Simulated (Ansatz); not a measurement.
Runs of Ansatz 0.2.0 on Al2O3 (Corundum). Symmetry: R-3c, No. 167, trigonal system. The conventional cell has a = 4.760 Å, b = 4.760 Å, c = 12.996 Å, α = 90.00°, β = 90.00°, γ = 120.00°. Al (site symmetry 3) is surrounded by 6 O at 1.85 to 1.97 Å. O (site symmetry 2) has 4 Al at 1.85 to 1.97 Å as nearest neighbours. 

```csv
task,level,potentials or basis,cell,k mesh,cutoff (eV),points for each segment of the path,gap on the mesh (eV),pressure (GPa),V0 of scaled cells (Å³/atom),relaxed volume (Å³/atom),B0 (GPa),largest force (eV/Å)
equation of state,PBE,Ansatz NC,as given,7 × 7 × 7,1240,-,-,-,8.75,-,230,-
relaxation of cell and atoms,r2SCAN,Ansatz PAW,relaxed,7 × 7 × 7,500,-,7.14,0.0,-,8.50,-,-
single point,PBE,Ansatz PAW,as given,5 × 5 × 5,420,-,6.22,7.3,-,-,-,0.03
equation of state,BPBE,Ansatz PAW,as given,7 × 7 × 7,420,-,-,-,8.76,-,231,-
equation of state,PBE,SSSP precision PAW,as given,7 × 7 × 7,1020,-,-,-,8.78,-,233,-
band structure,RPBE,Ansatz PAW,as given,7 × 7 × 7,420,10,(b),12.6,-,-,-,0.04
relaxation of cell and atoms,PBEsol+D3(BJ),Ansatz PAW,relaxed,7 × 7 × 7,420,-,6.21,0.0,-,8.43,-,-
equation of state,BLYP+D3(BJ),Ansatz PAW,as given,7 × 7 × 7,420,-,-,-,8.56,-,242,-
single point,PBE,Ansatz PAW,as given,7 × 7 × 7,800,-,6.22,7.3,-,-,-,0.03
band structure,exchange-only PBE,Ansatz PAW,as given,7 × 7 × 7,420,10,6.54,25.7,-,-,-,(a)
```

Alike in all rows: no spin polarisation; smearing fermi-dirac 0.05 eV.

Task: Fill in the values left out.

Result: (a) 0.12; (b) 6.31.

Caveats: the cell was scaled at fixed shape and fractional positions, which overstates the stiffness of a crystal with free parameters, most of all of layers and chains (some runs); odd divisions of the mesh miss points on the zone boundary, where band edges often lie, so the gap on the mesh can be too wide (some runs); the PAW data sets come from PBE, with cores solved anew for the run's functional, which leaves a small shift of forces and pressure (some runs); the plane-wave basis is chosen anew once the cell has moved, so the energies of steps on either side of that aren't comparable (some runs); the potentials were made for another functional, which shifts forces and pressure (some runs); so large a pressure means that the cell lies far from this level's equilibrium, or that cutoff or potentials fall short (some runs).

A k mesh can miss the band edges.
